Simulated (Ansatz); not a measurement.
# TiC: the cost of one run

Program: Ansatz 0.2.0. Level of theory: DFT PBE, scalar-relativistic, plane waves, PAW. These are calculated values, not measurements.

2 further runs of the same task are left out: 1 that didn't finish, 1 set aside as unsound or not needed.

## (1) The system as given

The structure is cubic, space group Fm-3m (No. 225). Conventional cell: a = 4.333 Å, b = 4.333 Å, c = 4.333 Å, α = 90.00°, β = 90.00°, γ = 90.00°. Ti (site symmetry m-3m) is surrounded by 6 C at 2.17 Å. C (site symmetry m-3m) is surrounded by 6 Ti at 2.17 Å.

As a file:

```
Ti C
1.0
     0.00000    2.16646    2.16646
     2.16646    0.00000    2.16646
     2.16646    2.16646    0.00000
Ti C
1 1
Direct
  0.00000 0.00000 0.00000
  0.50000 0.50000 0.50000
```

This cell was relaxed beforehand with the same method: volume 10.17 Å³/atom, gap on the mesh none (metal).

## (2) Cutting the slab

Planes are indexed in the bulk's conventional cell (Fm-3m (No. 225)), a = 4.333 Å, b = 4.333 Å, c = 4.333 Å, α = 90.00°, β = 90.00°, γ = 90.00°.

A (100) slab, 6.5 Å thick as cut, with 17 Å of vacuum, in a 2×2 surface cell; its outer planes are TiC (top) and TiC (bottom).

The slab as cut. Layers, bottom to top:

```csv
plane,atoms per cell,height over the lowest (Å)
1,Ti4C4,0.00
2,Ti4C4,2.17
3,Ti4C4,4.33
4,Ti4C4,6.50
```

## (3) Relaxing the clean slab

File input.yaml:

```yaml
crystal:
  lattice:
    - [6.1276785403, 0.0, 0.0]
    - [0.0, 6.1276785403, 0.0]
    - [0.0, 0.0, 23.4993845731]
  atoms:
    - { symbol: Ti, position: [0.25, 0.25, 0.3617116003] }
    - { symbol: Ti, position: [0.25, 0.75, 0.3617116003] }
    - { symbol: Ti, position: [0.75, 0.25, 0.3617116003] }
    - { symbol: Ti, position: [0.75, 0.75, 0.3617116003] }
    - { symbol: C, position: [0.5, 0.5, 0.3617116003] }
    - { symbol: C, position: [0.5, 0.0, 0.3617116003] }
    - { symbol: C, position: [0.0, 0.5, 0.3617116003] }
    - { symbol: C, position: [0.0, 0.0, 0.3617116003] }
    - { symbol: Ti, position: [0.5, 0.5, 0.4539038668] }
    - { symbol: Ti, position: [0.5, 0.0, 0.4539038668] }
    - { symbol: Ti, position: [0.0, 0.5, 0.4539038668] }
    - { symbol: Ti, position: [0.0, 0.0, 0.4539038668] }
    - { symbol: C, position: [0.75, 0.75, 0.4539038668] }
    - { symbol: C, position: [0.75, 0.25, 0.4539038668] }
    - { symbol: C, position: [0.25, 0.75, 0.4539038668] }
    - { symbol: C, position: [0.25, 0.25, 0.4539038668] }
    - { symbol: Ti, position: [0.75, 0.75, 0.5460961332] }
    - { symbol: Ti, position: [0.75, 0.25, 0.5460961332] }
    - { symbol: Ti, position: [0.25, 0.75, 0.5460961332] }
    - { symbol: Ti, position: [0.25, 0.25, 0.5460961332] }
    - { symbol: C, position: [0.0, 0.0, 0.5460961332] }
    - { symbol: C, position: [0.0, 0.5, 0.5460961332] }
    - { symbol: C, position: [0.5, 0.0, 0.5460961332] }
    - { symbol: C, position: [0.5, 0.5, 0.5460961332] }
    - { symbol: Ti, position: [0.0, 0.0, 0.6382883997] }
    - { symbol: Ti, position: [0.0, 0.5, 0.6382883997] }
    - { symbol: Ti, position: [0.5, 0.0, 0.6382883997] }
    - { symbol: Ti, position: [0.5, 0.5, 0.6382883997] }
    - { symbol: C, position: [0.25, 0.25, 0.6382883997] }
    - { symbol: C, position: [0.25, 0.75, 0.6382883997] }
    - { symbol: C, position: [0.75, 0.25, 0.6382883997] }
    - { symbol: C, position: [0.75, 0.75, 0.6382883997] }
basis:
  ecutwfc: 420
kpoints:
  mp_grid: { grid: [5, 5, 1] }
hamiltonian:
  xc: pbe
scf:
  occupations: { method: gaussian, width: 0.1 }
output:
  forces: true
  eigenvalues: true
  write_density: true
  write_potential: true
  elf: true
  volumetric_format: npy
relax:
  adjacent_minimum: "off"
  f_tol: 0.03
  max_steps: 70
  constraints: [{ sites: [0, 1, 2, 3, 4, 5, 6, 7, 8, 9, 10, 11, 12, 13, 14, 15] }]
efield:
  axis: 3
  dipole_correction: true
  ramp_width: 0.04
```

Launch:

```sh
$ ansatz run input.yaml --threads 4 --pin off --max-ram 10240MiB --backend cpu --events-out ev --progress --plain --runs-dir out
```

Q: Estimate wall time and peak memory on 4 threads of Arm Neoverse V2, shared host.

About 2.5 min, with a peak of 2.9 GiB.
